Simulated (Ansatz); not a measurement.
## Moving the dispersion correction in Ta2C

The cell as given:

The structure is trigonal, space group P-3m1 (No. 164). Conventional cell: a = 3.106 Å, b = 3.106 Å, c = 4.946 Å, α = 90.00°, β = 90.00°, γ = 120.00°. Ta (site symmetry 3m) has 3 C at 2.18 Å as nearest neighbours. Around C (site symmetry -3m) lie 6 Ta at 2.18 Å.

Kept alike: task relaxation of cell and atoms; functional PBEsol; k mesh 10 × 10 × 6; occupations fermi-dirac, width 0.05 eV; no spin polarisation. Program: Ansatz, Ansatz PAW, cutoff 420 eV. The mesh is that of the run's cell of 3 atoms. No spin-orbit coupling.

| dispersion correction | volume (Å³/atom) | first edge of the run's cell (Å) | third edge of the run's cell (Å) |
| --- | --- | --- | --- |
| D3(BJ) | 13.299 | 3.072 | 4.881 |
| D3(BJ)-ATM | 13.360 | 3.077 | 4.888 |
| D4 | 13.520 | 3.089 | 4.907 |
| none | 13.614 | 3.096 | 4.919 |

The relaxations keep at least the cell's symmetry (P-3m1). For a metal such a mesh leaves the last digits unconverged. Relaxations stop with a little pressure left, so the last digits of a volume or edge aren't settled. Ansatz's relaxations hold a Pulay term in the stress (up to 0.2 GPa here). All rows use potentials made for PBE.

**Question.** What does the dispersion correction change here?

**Answer.** The volume runs from 13.299 (D3(BJ)) to 13.614 Å³/atom (none). Against no correction: D3(BJ) -2.3 %; D3(BJ)-ATM -1.9 %; D4 -0.7 %. Dispersion terms mostly attract and so lower the volume; the schemes' coefficients and damping set how far. The first edge of the run's cell runs from 3.072 (D3(BJ)) to 3.096 Å (none). The third edge of the run's cell runs from 4.881 (D3(BJ)) to 4.919 Å (none).
